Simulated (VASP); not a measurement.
MgO:

```
Mg O
1.0
     2.93802    0.00000    0.00000
    -1.46901    2.54440    0.00000
     0.00000    0.00000    2.67968
Mg O
1 1
Direct
  0.00000 0.00000 0.00000
  0.33333 0.66667 0.50000
```

Measurements of this composition are mostly on another form, of space group No. 225.

A sound run:

```yaml
Program: VASP 6.6.1
Task: dielectric tensor
Functional: PBE
Potentials_or_basis: VASP PAW PBE potentials, release 64 (Mg, O)
Cutoff: 800 eV
k_mesh: 12 × 12 × 12
Occupations: gaussian, width 0.01 eV
Spin: no spin polarisation
```

It gives band gap on the k mesh 3.00 eV, indirect (least direct gap 3.40 eV).

What do these careless settings give instead: cutoff 500 eV in place of 800 eV; k mesh 8 × 8 × 8 in place of 12 × 12 × 12?

Band gap on the k mesh 3.01 eV, indirect (least direct gap 3.40 eV). The run converged, but these numbers show the error of the settings and aren't properties of the crystal.
